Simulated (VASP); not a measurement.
Crystal: MoSe2.

```
Mo Se
1.0
     3.28800    0.00000    0.00000
    -1.64400    2.84749    0.00000
     0.00000    0.00000   12.90000
Mo Se
2 4
Cartesian
  0.0000 1.8983 3.2250
  1.6440 0.9492 9.6750
  0.0000 1.8983 8.0625
  1.6440 0.9492 1.6125
  0.0000 1.8983 11.2875
  1.6440 0.9492 4.8375
```

```yaml
Program: VASP 6.6.1
Task: relaxation of cell and atoms
Functional: LDA
Potentials_or_basis: VASP PAW LDA potentials, release 64 (Mo_sv, Se)
Cutoff: 600 eV
k_mesh: 9 × 9 × 2
Occupations: gaussian, width 0.03 eV
Spin: no spin polarisation
```

At the start: pressure 1.1 GPa; volume 20.13 Å³/atom.

Problem. Where does the relaxation end?

Solution. Over 21 steps the energy falls by 12.2 meV/atom and the volume is 19.44 Å³/atom (-3.4 %); space group P6_3/mmc (No. 194, to 0.05 Å).

Step by step:
```csv
step,energy change (eV),largest force (eV/Å),pressure (GPa),volume (Å³)
1,0.0000,0.6608,1.14,120.78
2,0.0060,0.5839,-4.63,123.26
3,-0.0444,0.0274,-1.78,121.97
4,-0.0592,0.0713,0.45,119.05
5,-0.0612,0.0595,-0.14,119.79
6,-0.0628,0.0903,0.04,119.48
7,-0.0652,0.1853,0.58,118.55
8,-0.0656,0.1785,0.55,118.52
9,-0.0670,0.1592,0.42,118.44
10,-0.0691,0.1217,0.17,118.28
11,-0.0712,0.0470,-0.33,117.96
12,-0.0713,0.0314,-0.43,117.89
13,-0.0720,0.0260,-0.34,117.62
14,-0.0729,0.0160,-0.19,117.15
15,-0.0731,0.0042,0.15,116.20
16,-0.0733,0.0065,-0.03,116.66
17,-0.0733,0.0049,-0.01,116.61
18,-0.0733,0.0059,0.00,116.64
19,-0.0734,0.0008,-0.05,116.67
20,-0.0734,0.0083,-0.08,116.71
21,-0.0734,0.0007,0.01,116.66
```

Final structure:
```
Mo Se
1.0
     3.25181    0.00000    0.00000
    -1.62590    2.81615    0.00000
     0.00000    0.00000   12.73877
Mo Se
2 4
Direct
  0.33333 0.66667 0.25000
  0.66667 0.33333 0.75000
  0.33333 0.66667 0.61965
  0.66667 0.33333 0.11965
  0.33333 0.66667 0.88035
  0.66667 0.33333 0.38035
```
